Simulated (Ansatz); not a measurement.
# SnO2: the cost of one run

All numbers below are computed with Ansatz 0.2.0 (DFT PBE, scalar-relativistic, plane waves, PAW).

3 further runs of the same task are left out: 3 set aside as unsound or not needed.

**1. The structure to begin with**

The cell holds 24 atoms (O16Sn7Ta): a = 6.827 Å, b = 6.827 Å, c = 8.077 Å, α = 115.00°, β = 115.00°, γ = 90.00°.

Structure file:

```
Ta Sn O
1.0
    -4.82719    4.82719    0.00000
    -4.82719   -4.82719    0.00000
     4.82719    0.00000    6.47630
Ta Sn O
1 7 16
Direct
  0.62500 0.12500 0.25000
  0.87500 0.37500 0.75000
  0.12500 0.62500 0.25000
  0.37500 0.87500 0.75000
  0.00000 0.00000 0.00000
  0.25000 0.25000 0.50000
  0.50000 0.50000 0.00000
  0.75000 0.75000 0.50000
  0.93158 0.12500 0.25000
  0.18158 0.37500 0.75000
  0.43158 0.62500 0.25000
  0.68158 0.87500 0.75000
  0.31842 0.12500 0.25000
  0.56842 0.37500 0.75000
  0.81842 0.62500 0.25000
  0.06842 0.87500 0.75000
  0.50000 0.19342 0.00000
  0.75000 0.44342 0.50000
  0.00000 0.69342 0.00000
  0.25000 0.94342 0.50000
  0.50000 0.80658 0.00000
  0.75000 0.05658 0.50000
  0.00000 0.30658 0.00000
  0.25000 0.55658 0.50000
```

The host was relaxed before at PBE: a = 4.827 Å, b = 4.827 Å, c = 3.238 Å, α = 90.00°, β = 90.00°, γ = 90.00° (conventional cell), 12.576 Å³/atom.

Places, in fractions of the supercell: Ta in place of Sn at (0.625, 0.125, 0.250). The start keeps the symmetry of the ideal site.

**2. Band edges of the host over the zone**

File input.yaml:

```yaml
crystal:
  lattice:
    - [4.8271903401, 0.0, 0.0]
    - [0.0, 4.8271903401, 0.0]
    - [0.0, 0.0, 3.238152254]
  atoms:
    - { symbol: Sn, position: [0.5, 0.5, 0.5] }
    - { symbol: Sn, position: [0.0, 0.0, 0.0] }
    - { symbol: O, position: [0.1934234765, 0.8065765235, 0.5] }
    - { symbol: O, position: [0.8065765235, 0.1934234765, 0.5] }
    - { symbol: O, position: [0.3065765235, 0.3065765235, 0.0] }
    - { symbol: O, position: [0.6934234765, 0.6934234765, 0.0] }
basis:
  ecutwfc: 420
  xc_grid: 2
kpoints:
  mp_grid: { grid: [6, 6, 8] }
  band_path: { path: [VBM, CBM], npoints: 2 }
hamiltonian:
  xc: pbe
scf:
  occupations: { method: gaussian, width: 0.02 }
output:
  forces: true
  stress: true
  eigenvalues: true
```

Command:

```bash
ansatz run input.yaml --threads 8 --pin off --max-ram 16384MiB --backend cpu --events-out ev --progress --plain --runs-dir out
```

**Question.** How long does this run take on 8 threads of Arm Neoverse V2, shared host, and how much memory does it need?

About 2.3 s, with a peak of 0.47 GiB.
